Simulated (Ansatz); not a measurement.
Computed with Ansatz, DFT PBEsol, scalar-relativistic, plane waves, PAW.

Plane waves to 420 eV, a k mesh through Γ of 6×6×6 on the computed 3-atom cell and Gaussian smearing (0.02 eV); no spin polarisation.

```yaml
crystal:
  lattice:
    - [4.96294, 0.00000, 0.00000]
    - [-2.48147, 4.29803, 0.00000]
    - [0.00000, 0.00000, 5.64015]
  atoms:
    - { symbol: Te, position: [0.21700, 0.00000, 0.16667] }
    - { symbol: Te, position: [0.00000, 0.21700, 0.83333] }
    - { symbol: Te, position: [0.78300, 0.78300, 0.50000] }
```

**Question.** Is this geometry at equilibrium? Which atom feels the largest force?

**Answer.** It isn't. Atom 1 (Te) feels (1.67, 0.00, 0.00) eV/Å, 1.666 eV/Å in size, and symmetry-related atoms feel the same size.

**Question.** Give all forces and the stress.

**Answer.**
```
atom Fx Fy Fz
 Te1   1.666   0.000  0.000
 Te2  -0.833   1.443  0.000
 Te3  -0.833  -1.443  0.000
```
Stress (GPa, compression positive):
```
2.19 0.00 0.00
0.00 2.19 0.00
0.00 0.00 5.27
```

 The cell holds chains, and where no dispersion correction was added their binding is poorly described.